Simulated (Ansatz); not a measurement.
**Ag under changes of volume**

One of the cells (17.048 Å³/atom); the others are scaled copies at fixed shape and fractional positions:

```
Ag
1.0
     0.00000    2.04275    2.04275
     2.04275    0.00000    2.04275
     2.04275    2.04275    0.00000
Ag
1
Direct
  0.00000 0.00000 0.00000
```

```yaml
Program: Ansatz 0.2.0
Functional: PBE
Potentials_or_basis: all-electron LAPW, scalar-relativistic
Cutoff: 258 eV (chosen from the basis error)
Basis_error_allowed: 0.0005 eV/atom
k_mesh: 11 × 11 × 11
Occupations: fermi-dirac, width 0.05 eV
Spin: no spin polarisation
```

| volume (Å³/atom) | energy over the lowest point (meV/atom) | pressure (GPa) |
| --- | --- | --- |
| 16.025 | ? | ? |
| 16.366 | 38.49 | 9.7 |
| 16.707 | 21.05 | 6.9 |
| 17.048 | 9.29 | 4.4 |
| 17.389 | 2.50 | 2.2 |
| 17.730 | 0.00 | 0.3 |
| 18.071 | 1.21 | -1.3 |

Task: What does the run at 16.025 Å³/atom give?

Result: Energy over the lowest point 62.42 meV/atom; pressure 13.0 GPa.

Worked out: A Birch-Murnaghan fit of order 3 (a polynomial in V^(-2/3)) to the other rows has its minimum at 17.78 Å³/atom with B0 = V·E''(V) = 89 GPa and B' = 6.6. It gives 62.50 meV/atom at 16.025 Å³/atom, against the run's 62.42, and -dE/dV = 13.0 GPa, against 13.0.

Energies are extrapolated to zero smearing.

The runs don't all hold the same shells in valence.
